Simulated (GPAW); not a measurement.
The system is ZrC.

```
CELL_PARAMETERS angstrom
0.00000 2.36500 2.36500
2.36500 0.00000 2.36500
2.36500 2.36500 0.00000
ATOMIC_POSITIONS crystal
Zr 0.50000 0.50000 0.50000
C 0.00000 0.00000 0.00000
```

```yaml
Program: GPAW 26.7.0
Task: relaxation of cell and atoms
Functional: RPBE
Dispersion: D4
Potentials_or_basis: the program's PAW data sets (release 1.2.1) made for this functional
Cutoff: 800 eV
Basis: pw
k_mesh: 10 × 10 × 10
Occupations: fermi-dirac, width 0.05 eV
Spin: no spin polarisation
```

At the start: pressure -6.8 GPa; volume 13.23 Å³/atom.

Q: Where does the relaxation end?

A: Over 3 steps the energy falls by 8.8 meV/atom and the volume is 12.80 Å³/atom (-3.3 %); space group Fm-3m (No. 225, to 0.05 Å).

Step by step:
```tsv
step	energy change (eV)	largest force (eV/Å)	pressure (GPa)	volume (Å³)
1	0.0000	0.0000	-6.83	26.46
2	-0.0108	0.0000	-4.40	26.14
3	-0.0176	0.0000	0.16	25.59
```

Final structure:
```yaml
crystal:
  lattice:
    - [0.00000, 2.33895, 2.33895]
    - [2.33895, 0.00000, 2.33895]
    - [2.33895, 2.33895, 0.00000]
  atoms:
    - { symbol: Zr, position: [0.50000, 0.50000, 0.50000] }
    - { symbol: C, position: [0.00000, 0.00000, 0.00000] }
```

Caveat: later steps reuse the first step's grids; pairwise dispersion overbinds metals, which lowers pressure and volume.
